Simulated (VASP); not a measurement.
# Mg3Sb2 (P-3m1) in VASP: a series of runs

Runs on Mg3Sb2. Level: PBE. Tasks: relaxation of shape and atoms at fixed volume.

All numbers are computed with VASP 6.6.1; they aren't measurements. Logs are shortened: lines on timing, memory, paths and dates and some standing lists are left out, and cuts for length are marked.

### Step 1. The crystal as given

Symmetry: P-3m1, No. 164, trigonal system. Conventional cell: a = 4.601 Å, b = 4.601 Å, c = 7.260 Å, α = 90.00°, β = 90.00°, γ = 120.00°. Mg (site symmetry 3m) is surrounded by 4 Sb at 2.85 to 2.95 Å. Mg (site symmetry -3m) has 6 Sb at 3.12 Å as nearest neighbours. Sb (site symmetry 3m) has 7 Mg at 2.85 to 3.12 Å as nearest neighbours.

### Step 2. Relaxation of shape and atoms at fixed volume, PBE (a relaxed cell with its volume scaled by 0.94)

Input file INCAR:

```
ALGO = Fast ; EDIFF = 1E-7
EDIFFG = -0.01 ; ENCUT = 300
GGA = PE ; IBRION = 2
ISIF = 4 ; ISMEAR = 0
LASPH = True ; LCHARG = False
LREAL = False ; LWAVE = False
NELM = 80 ; NSW = 40
PREC = Accurate ; SIGMA = 0.03
```

Input file KPOINTS:

```
k-points
0
Gamma
  5 5 3
```

Input file POSCAR:

```
Mg3Sb2                                  
1.0
    4.5066408811      0.0000000000      0.0000000000
   -2.2533204405      3.9028654887      0.0000000000
    0.0000000000      0.0000000000      7.1116194700
  Mg              Sb            
     3     2
Direct
     0.3333333332999970    0.6666666667000030    0.6324638524320534
     0.6666666667000030    0.3333333332999970    0.3675361475679466
     0.0000000000000000    0.0000000000000000    0.0000000000000000
     0.3333333332999970    0.6666666667000030    0.2255660977838403
     0.6666666667000030    0.3333333332999970    0.7744339022161597
```

Potentials or basis: VASP PAW PBE potentials, release 64 (Mg, Sb).

Started as:

```sh
> cat potpaw_PBE.64/Mg/POTCAR potpaw_PBE.64/Sb/POTCAR > POTCAR
> mpirun -np 1 vasp_std > vasp.out
```

OUTCAR:

```text
EDIFF = 1E-7
   EDIFFG = -0.01
   ENCUT = 300
   GGA = PE
   IBRION = 2
   ISIF = 4
   ISMEAR = 0
   LASPH = True
   LREAL = False
   NELM = 80
   NSW = 40
   PREC = Accurate

 ion  position               nearest neighbor table
   1  0.333  0.667  0.632-   5 2.79   5 2.79   5 2.79   4 2.89   2 3.21   2 3.21   2 3.21
   2  0.667  0.333  0.368-   4 2.79   4 2.79   4 2.79   5 2.89   1 3.21   1 3.21   1 3.21
   3  0.000  0.000  0.000-   4 3.06   5 3.06   4 3.06   5 3.06   5 3.06   4 3.06
   4  0.333  0.667  0.226-   2 2.79   2 2.79   2 2.79   1 2.89   3 3.06   3 3.06   3 3.06
   5  0.667  0.333  0.774-   1 2.79   1 2.79   1 2.79   2 2.89   3 3.06   3 3.06   3 3.06

  LATTYP: Found a hexagonal cell.
 ALAT       =     4.5066408811
 C/A-ratio  =     1.5780311007

  Lattice vectors:

 A1 = (   4.5066408811,   0.0000000000,   0.0000000000)
 A2 = (  -2.2533204405,   3.9028654887,   0.0000000000)
 A3 = (   0.0000000000,   0.0000000000,   7.1116194700)

Analysis of symmetry for initial positions (statically):
=====================================================================
 Subroutine PRICEL returns:
 Original cell was already a primitive cell.

 Routine SETGRP: Setting up the symmetry group for a
 hexagonal supercell.

 Subroutine GETGRP returns: Found 12 space group operations
 (whereof 12 operations were pure point group operations)
 out of a pool of 24 trial point group operations.

The static configuration has the point symmetry D_3d.

Analysis of symmetry for dynamics (positions and initial velocities):
=====================================================================
 Subroutine PRICEL returns:
 Original cell was already a primitive cell.

 Routine SETGRP: Setting up the symmetry group for a
 hexagonal supercell.

 Subroutine GETGRP returns: Found 12 space group operations
 (whereof 12 operations were pure point group operations)
 out of a pool of 24 trial point group operations.

The dynamic configuration has the point symmetry D_3d.

 Subroutine INISYM returns: Found 12 space group operations
 (whereof 12 operations are pure point group operations),
 and found     1 'primitive' translations

----------------------------------------------------------------------------------------

                                     Primitive cell

  volume of cell :     125.0849

  direct lattice vectors                    reciprocal lattice vectors
     4.506640881  0.000000000  0.000000000     0.221894761  0.128111000  0.000000000
    -2.253320441  3.902865489  0.000000000     0.000000000  0.256222000  0.000000000
     0.000000000  0.000000000  7.111619470     0.000000000  0.000000000  0.140614948

  length of vectors
     4.506640881  4.506640881  7.111619470     0.256222000  0.256222000  0.140614948

  position of ions in fractional coordinates (direct lattice)
     0.333333333  0.666666667  0.632463852
     0.666666667  0.333333333  0.367536148
     0.000000000  0.000000000  0.000000000
     0.333333333  0.666666667  0.225566098
     0.666666667  0.333333333  0.774433902

  ion indices of the primitive-cell ions
   primitive index   ion index
                 1           1
                 2           2
                 3           3
                 4           4
                 5           5

----------------------------------------------------------------------------------------

 KPOINTS: k-points

Automatic generation of k-mesh.
 Grid dimensions read from file:
 generate k-points for:    5    5    3

 Generating k-lattice:

  Cartesian coordinates                     Fractional coordinates (reciprocal lattice)
     0.044378952  0.025622200  0.000000000     0.200000000  0.000000000  0.000000000
     0.000000000  0.051244400  0.000000000     0.000000000  0.200000000  0.000000000
     0.000000000  0.000000000  0.046871649     0.000000000  0.000000000  0.333333333

  Length of vectors
     0.051244400  0.051244400  0.046871649

  Shift w.r.t. Gamma in fractional coordinates (k-lattice)
     0.000000000  0.000000000  0.000000000

 Subroutine IBZKPT returns following result:
 ===========================================

 Found     12 irreducible k-points:

 Following reciprocal coordinates:
            Coordinates               Weight
  0.000000  0.000000  0.000000      1.000000
  0.200000 -0.000000  0.000000      6.000000
  0.400000 -0.000000  0.000000      6.000000
  0.200000  0.200000  0.000000      6.000000
  0.400000  0.200000  0.000000      6.000000
  0.000000  0.000000  0.333333      2.000000
  0.200000 -0.000000  0.333333      6.000000
  0.000000  0.200000  0.333333      6.000000
  0.400000 -0.000000  0.333333      6.000000
  0.000000  0.400000  0.333333      6.000000
  0.200000  0.200000  0.333333     12.000000
  0.400000  0.200000  0.333333     12.000000
   k-points           NKPTS =     12   k-points in BZ     NKDIM =     12   number of bands    NBANDS=     12
   number of dos      NEDOS =    301   number of ions     NIONS =      5
   total plane-waves  NPLWV =  31360
   dimension x,y,z NGX =    28 NGY =   28 NGZ =   40
   dimension x,y,z NGXF=    56 NGYF=   56 NGZF=   80
   ions per type =               3   2
   NGX,Y,Z   is equivalent  to a cutoff of  10.33, 10.33,  9.35 a.u.
   NGXF,Y,Z  is equivalent  to a cutoff of  20.66, 20.66, 18.70 a.u.
 SYSTEM =  unknown system
   PREC   = accura    normal or accurate (medium, high low for compatibility)
   ISTART =      0    job   : 0-new  1-cont  2-samecut
   ICHARG =      2    charge: 1-file 2-atom 10-const
   ISPIN  =      1    spin polarized calculation?
   LNONCOLLINEAR =      F non collinear calculations
   LSORBIT =      F    spin-orbit coupling
   LASPH  =      T    aspherical Exc in radial PAW
   ENCUT  =  300.0 eV  22.05 Ry    4.70 a.u.   6.36  6.36 10.04*2*pi/ulx,y,z
   NELM   =     80;   NELMIN=  2; NELMDL= -5     # of ELM steps
   EDIFF  = 0.1E-06   stopping-criterion for ELM
   LREAL  =      F    real-space projection
   EDIFFG = -.1E-01   stopping-criterion for IOM
   NSW    =     40    number of steps for IOM
   IBRION =      2    ionic relax: 0-MD 1-quasi-New 2-CG
   NFREE  =      1    steps in history (QN), initial steepest desc. (CG)
   ISIF   =      4    stress and relaxation
   ISYM   =      2    0-nonsym 1-usesym 2-fastsym
   POTIM  = 0.5000    time-step for ionic-motion
   TEBEG  =    0.0;   TEEND  =   0.0 temperature during run
   PSTRESS=    0.0 pullay stress
   NELECT =      16.0000    total number of electrons
   NUPDOWN=      -1.0000    fix difference up-down
   EMIN   =  10.00;   EMAX   =-10.00  energy-range for DOS
   EFERMI =   0.00;   METHOD = LEGACY
   ISMEAR =     0;   SIGMA  =   0.03  broadening in eV -4-tet -1-fermi 0-gaus
   EFERMI_NEDOS =   21; number of points for ismear=-14 and -15
   IALGO  =     68    algorithm
   IMIX   =      4    mixing-type and parameters
     AMIX     =   0.40;   BMIX     =  1.00
     AMIX_MAG =   1.60;   BMIX_MAG =  1.00
  volume/ion in A,a.u.               =      25.02       168.82
  Fermi-wavevector in a.u.,A,eV,Ry     =   0.824859  1.558758  9.257304  0.680393
  Thomas-Fermi vector in A             =   1.936617
   LORBIT       =      0    0 simple, 1 ext, 2 COOP (PROOUT), +10 PAW based schemes
   GGA     = PE    functional components
   LHFCALC =     F    Hartree Fock is set to
   AEXX    =    0.0000 exact exchange contribution
   IVDW    =     0    specifies the selected vdW correction
   LEPSILON=     F    determine dielectric tensor
   LRPA    =     F    only Hartree local field effects (RPA)
 conjugate gradient relaxation of ions
 non-spin polarized calculation
 RMM-DIIS sequential band-by-band and
 Gauss-broadening in eV      SIGMA  =   0.03
  energy-cutoff  :      300.00
  volume of cell :      125.08
 maximum number of plane-waves:      1485
 NGX is ok and might be reduce to    28
   NGX = 13   NGY = 13   NGZ = 21

--------------------------------------- Ionic step        1  -------------------------------------------

 number of electron      15.9999997 magnetization

 Free energy of the ion-electron system (eV)
  ---------------------------------------------------
  ext. energy  EPLUGINS =         0.00000000
  ---------------------------------------------------
  free energy    TOTEN  =       -14.51428218 eV

  energy without entropy =      -14.51427284  energy(sigma->0) =      -14.51427751

------------------------ aborting loop because EDIFF is reached ----------------------------------------

  FORCE on cell =-STRESS in cart. coord.  units (eV):
  Direction    XX          YY          ZZ          XY          YZ          ZX
  --------------------------------------------------------------------------------------
  -------------------------------------------------------------------------------------
  Total        2.4955259      2.4955259      2.3896630      0.0000000      0.0000000      0.0000000
  in kB       31.9644779     31.9644779     30.6085110      0.0000000      0.0000000      0.0000000
  external PRESSURE =      31.5124889 kB  Pullay stress =       0.0000000 kB
[... 141 lines left out ...]
  energy  without entropy=      -14.5177107969  energy(sigma->0) =      -14.51777025

--------------------------------------- Ionic step        5  -------------------------------------------

 number of electron      15.9999998 magnetization

 Free energy of the ion-electron system (eV)
  ---------------------------------------------------
  ext. energy  EPLUGINS =         0.00000000
  ---------------------------------------------------
  free energy    TOTEN  =       -14.51786043 eV

  energy without entropy =      -14.51773704  energy(sigma->0) =      -14.51779874

 E-fermi :   4.9853     XC(G=0):  -8.9621

 val. band max:        4.9492374419   @ k =   0.0000   0.0000   0.0000
 cond. band min:       5.0368879028   @ k =   0.0000   0.4000   0.3333
 fundamental gap:      0.0876504610
 Fermi energy:         4.9852516590

 k-point     1 :       0.0000    0.0000    0.0000
  band No.  band energies     occupation
      1      -5.6774      2.00000
      2      -4.2795      2.00000
      3      -0.2589      2.00000
      4       3.7054      2.00000
      5       3.7054      2.00000
      6       4.4636      2.00000
      7       4.4636      2.00000
      8       4.9492      1.91044
      9       6.1346      0.00000
     10       6.2233      0.00000
     11       7.9195      0.00000
     12       7.9195      0.00000
[... 195 lines left out ...]
  FREE ENERGIE OF THE ION-ELECTRON SYSTEM (eV)
  ---------------------------------------------------
  free  energy   TOTEN  =       -14.5178604332 eV

  energy  without entropy=      -14.5177370387  energy(sigma->0) =      -14.51779874

 reached required accuracy - stopping structural energy minimisation
```

It took 47 s on 1 thread of Intel Xeon Platinum 8488C (Sapphire Rapids), shared host; peak memory 0.17 GiB.

Results:

```yaml
Free_energy: -14.5179 eV
Energy_gained_by_relaxing: 0.7 meV/atom
Ionic_steps: 5
Pressure_after_relaxing: 3.0 GPa
Largest_force_after_relaxing: 0.009 eV/Å
Band_gap_on_the_k_mesh: 0.09 eV, indirect (least direct gap 1.19 eV)
```

Forces on the atoms (eV/Å):
```
Mg   0.000  0.000 -0.009
Mg   0.000  0.000  0.009
Mg   0.000  0.000  0.000
Sb   0.000  0.000  0.000
Sb   0.000  0.000  0.000
```

Step by step:
```tsv
step	energy change (eV)	largest force (eV/Å)	pressure (GPa)
1	0.0000	0.1501	3.15
2	-0.0019	0.1016	3.10
3	-0.0035	0.0189	2.99
4	-0.0035	0.0159	3.00
5	-0.0036	0.0091	3.00
```

Final structure:
```
Mg Sb
1.0
     4.51217    0.00000    0.00000
    -2.25609    3.90766    0.00000
     0.00000    0.00000    7.09420
Mg Sb
3 2
Direct
  0.33333 0.66667 0.63209
  0.66667 0.33333 0.36791
  0.00000 0.00000 0.00000
  0.33333 0.66667 0.22233
  0.66667 0.33333 0.77767
```

Caveat: spin-orbit coupling is left out, which moves the levels of the heavy elements; an odd mesh through Γ misses points on the zone boundary, where band edges often lie.

### Step 3. Relaxation of shape and atoms at fixed volume, PBE (a relaxed cell with its volume scaled by 0.96)

INCAR is that of step 2.

KPOINTS is that of step 2.

POSCAR: that of step 2 with these lines changed.

```diff
@@ -2,5 +2,5 @@
 1.0
-    4.5066408811      0.0000000000      0.0000000000
-   -2.2533204405      3.9028654887      0.0000000000
-    0.0000000000      0.0000000000      7.1116194700
+    4.5383788344      0.0000000000      0.0000000000
+   -2.2691894172      3.9303513625      0.0000000000
+    0.0000000000      0.0000000000      7.1617029474
   Mg              Sb
```

Potentials or basis: VASP PAW PBE potentials, release 64 (Mg, Sb).

Started as:

```sh
> cat potpaw_PBE.64/Mg/POTCAR potpaw_PBE.64/Sb/POTCAR > POTCAR
> mpirun -np 1 vasp_std > vasp.out
```

It took 40 s on 1 thread of Intel Xeon Platinum 8488C (Sapphire Rapids), shared host; peak memory 0.17 GiB.

It converged, with:

* Free energy: -14.5586 eV
* Energy gained by relaxing: 0.3 meV/atom
* Ionic steps: 5
* Pressure after relaxing: 1.9 GPa
* Largest force after relaxing: 0.005 eV/Å
* Band gap on the k mesh: 0.08 eV, indirect (least direct gap 1.17 eV)

Forces in eV/Å, atoms in the order of the input:
```
Mg   0.000  0.000 -0.005
Mg   0.000  0.000  0.005
Mg   0.000  0.000  0.000
Sb   0.000  0.000  0.000
Sb   0.000  0.000  0.000
```

The path:
```csv
step,energy change (eV),largest force (eV/Å),pressure (GPa)
1,0.0000,0.0960,1.99
2,-0.0008,0.0667,1.97
3,-0.0015,0.0207,1.88
4,-0.0015,0.0104,1.90
5,-0.0015,0.0055,1.90
```

Final structure:
```
Mg Sb
1.0
     4.54194    0.00000    0.00000
    -2.27097    3.93344    0.00000
     0.00000    0.00000    7.15048
Mg Sb
3 2
Direct
  0.33333 0.66667 0.63221
  0.66667 0.33333 0.36779
  0.00000 0.00000 0.00000
  0.33333 0.66667 0.22339
  0.66667 0.33333 0.77661
```

Levels at points of the mesh, in eV from the valence-band top:
| k point | band 4 | band 5 | band 6 | band 7 | band 8 | band 9 | band 10 | band 11 | band 12 |
| --- | --- | --- | --- | --- | --- | --- | --- | --- | --- |
| (0.00, 0.00, 0.00) | -1.20 | -1.20 | -0.46 | -0.46 | 0.00 | 1.17 | 1.18 | 2.98 | 2.98 |

Caveat: spin-orbit coupling is left out, which moves the levels of the heavy elements; an odd mesh through Γ misses points on the zone boundary, where band edges often lie.

### Step 4. Relaxation of shape and atoms at fixed volume, PBE (a relaxed cell with its volume scaled by 0.98)

INCAR is that of step 3.

KPOINTS is that of step 3.

POSCAR: that of step 3 with these lines changed.

```diff
@@ -2,5 +2,5 @@
 1.0
-    4.5383788344      0.0000000000      0.0000000000
-   -2.2691894172      3.9303513625      0.0000000000
-    0.0000000000      0.0000000000      7.1617029474
+    4.5696789879      0.0000000000      0.0000000000
+   -2.2848394939      3.9574580906      0.0000000000
+    0.0000000000      0.0000000000      7.2110955630
   Mg              Sb
```

Started as:

```sh
> cat potpaw_PBE.64/Mg/POTCAR potpaw_PBE.64/Sb/POTCAR > POTCAR
> mpirun -np 1 vasp_std > vasp.out
```

It took 29 s on 1 thread of Intel Xeon Platinum 8488C (Sapphire Rapids), shared host; peak memory 0.17 GiB.

It converged, with:

| Item | Value |
| --- | --- |
| Free energy | -14.5820 eV |
| Energy gained by relaxing | 0.1 meV/atom |
| Ionic steps | 3 |
| Pressure after relaxing | 0.9 GPa |
| Largest force after relaxing | 0.007 eV/Å |
| Band gap on the k mesh | 0.07 eV, indirect (least direct gap 1.08 eV) |

Forces in eV/Å, atoms in the order of the input:
```
Mg   0.000  0.000 -0.005
Mg   0.000  0.000  0.005
Mg   0.000  0.000  0.000
Sb   0.000  0.000  0.007
Sb   0.000  0.000 -0.007
```

Step by step:
```tsv
step	energy change (eV)	largest force (eV/Å)	pressure (GPa)
1	0.0000	0.0463	0.95
2	-0.0002	0.0327	0.94
3	-0.0004	0.0074	0.90
```

Final structure:
```
Mg Sb
1.0
     4.57098    0.00000    0.00000
    -2.28549    3.95859    0.00000
     0.00000    0.00000    7.20698
Mg Sb
3 2
Cartesian
  0.0000 2.6391 4.5578
  2.2855 1.3195 2.6492
  0.0000 0.0000 7.2070
  0.0000 2.6391 1.6167
  2.2855 1.3195 5.5903
```

Levels at points of the mesh, in eV from the valence-band top:
```csv
k point,band 5,band 6,band 7,band 8,band 9,band 10,band 11,band 12
"(0.00, 0.00, 0.00)",-1.15,-0.43,-0.43,0.00,1.08,1.16,2.99,2.99
```

Caveat: spin-orbit coupling is left out, which moves the levels of the heavy elements; an odd mesh through Γ misses points on the zone boundary, where band edges often lie.

### Step 5. Relaxation of shape and atoms at fixed volume, PBE

INCAR is that of step 4.

KPOINTS is that of step 4.

POSCAR: that of step 4 with these lines changed.

```diff
@@ -2,5 +2,5 @@
 1.0
-    4.5696789879      0.0000000000      0.0000000000
-   -2.2848394939      3.9574580906      0.0000000000
-    0.0000000000      0.0000000000      7.2110955630
+    4.6005561339      0.0000000000      0.0000000000
+   -2.3002780669      3.9841984834      0.0000000000
+    0.0000000000      0.0000000000      7.2598206597
   Mg              Sb
```

Started as:

```sh
> cat potpaw_PBE.64/Mg/POTCAR potpaw_PBE.64/Sb/POTCAR > POTCAR
> mpirun -np 1 vasp_std > vasp.out
```

Wall time 20 s (1 thread of Intel Xeon Platinum 8488C (Sapphire Rapids), shared host); peak memory 0.17 GiB.

The run converged. Its results:

| Property | Result |
| --- | --- |
| Free energy | -14.5898 eV |
| Pressure after relaxing | 0.0 GPa |
| Largest force after relaxing | 0.003 eV/Å |
| Band gap on the k mesh | 0.06 eV, indirect (least direct gap 0.99 eV) |

Forces on the atoms (eV/Å):
```
Mg   0.000  0.000  0.003
Mg   0.000  0.000 -0.003
Mg   0.000  0.000  0.000
Sb   0.000  0.000 -0.002
Sb   0.000  0.000  0.002
```

Final structure:
```yaml
crystal:
  lattice:
    - [4.60056, 0.00000, 0.00000]
    - [-2.30028, 3.98420, 0.00000]
    - [0.00000, 0.00000, 7.25982]
  atoms:
    - { symbol: Mg, position: [0.33333, 0.66667, 0.63246] }
    - { symbol: Mg, position: [0.66667, 0.33333, 0.36754] }
    - { symbol: Mg, position: [0.00000, 0.00000, 0.00000] }
    - { symbol: Sb, position: [0.33333, 0.66667, 0.22557] }
    - { symbol: Sb, position: [0.66667, 0.33333, 0.77443] }
```

Levels at points of the mesh, in eV from the valence-band top:
| k point | band 5 | band 6 | band 7 | band 8 | band 9 | band 10 | band 11 | band 12 |
| --- | --- | --- | --- | --- | --- | --- | --- | --- |
| (0.00, 0.00, 0.00) | -1.11 | -0.41 | -0.41 | 0.00 | 0.99 | 1.14 | 3.00 | 3.00 |

Caveat: the relaxation stopped at its first step, so nothing moved; spin-orbit coupling is left out, which moves the levels of the heavy elements; an odd mesh through Γ misses points on the zone boundary, where band edges often lie. A hybrid or GW would open this gap; PBE tends to underestimate it.

### Step 6. The runs side by side

```tsv
cell	gap on the mesh (eV)	pressure (GPa)	largest force (eV/Å)
atoms relaxed at fixed volume from: a relaxed cell with its volume scaled by 0.94	0.09	3.0	0.01
atoms relaxed at fixed volume from: a relaxed cell with its volume scaled by 0.96	0.08	1.9	0.01
atoms relaxed at fixed volume from: a relaxed cell with its volume scaled by 0.98	0.07	0.9	0.01
atoms relaxed at fixed volume	0.06	0.0	-
```

Alike in all rows: task relaxation of shape and atoms at fixed volume; level PBE; potentials or basis VASP PAW PBE potentials, release 64 (Mg, Sb); no spin polarisation; k mesh 5 × 5 × 3; cutoff (eV) 300; smearing gaussian 0.03 eV.

Caveats: spin-orbit coupling is left out, which moves the levels of the heavy elements; an odd mesh through Γ misses points on the zone boundary, where band edges often lie; the relaxation stopped at its first step, so nothing moved (some runs).

Absolute energies hang on the potentials; compare differences alone.
